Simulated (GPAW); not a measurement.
Runs of GPAW 26.7.0 on Ti. Symmetry: P6_3/mmc, No. 194, hexagonal system. Conventional cell: a = 2.950 Å, b = 2.950 Å, c = 4.680 Å, α = 90.00°, β = 90.00°, γ = 120.00°. Ti (site symmetry -6m2) is surrounded by 12 Ti at 2.89 to 2.95 Å. 

```csv
task,level,potentials or basis,cell,k mesh,optimizer,fmax,max steps,convergence,ranks,gap on the mesh (eV),pressure (GPa),relaxed volume (Å³/atom)
relaxation of cell and atoms,PBEsol+D3,"PAW data sets generated in the run's folder for this functional, pw",relaxed,9 × 9 × 5,BFGS,0.02 eV/Å,60,density=1e-05 forces=0.0001,-,none,0.0,16.04
relaxation of cell and atoms,PBEsol+D3(BJ)+ATM,"PAW data sets generated in the run's folder for this functional, pw",relaxed,9 × 9 × 5,BFGS,0.02 eV/Å,60,density=1e-05 forces=0.0001,-,none,-0.1,16.00
relaxation of cell and atoms,PBEsol+D3(BJ),"PAW data sets generated in the run's folder for this functional, pw",relaxed,9 × 9 × 5,BFGS,0.02 eV/Å,60,density=1e-05 forces=0.0001,-,none,-0.1,(b)
relaxation of cell and atoms,PBEsol,"PAW data sets generated in the run's folder for this functional, pw",relaxed,9 × 9 × 5,BFGS,0.02 eV/Å,60,density=1e-05 forces=0.0001,-,none,0.0,(a)
relaxation of cell and atoms,PBEsol+D4,"PAW data sets generated in the run's folder for this functional, pw",relaxed,9 × 9 × 5,BFGS,0.02 eV/Å,60,density=1e-05 forces=0.0001,-,none,0.0,16.50
```

Alike in all rows: no spin polarisation; cutoff (eV) 600; smearing fermi-dirac 0.05 eV.

Fill in the values left out.

(a) 16.65; (b) 15.84.

Caveats: later steps reuse the first step's grids; pairwise dispersion overbinds metals, which lowers pressure and volume (some runs).

A gap of «none» marks a metal or a gap under the smearing width.
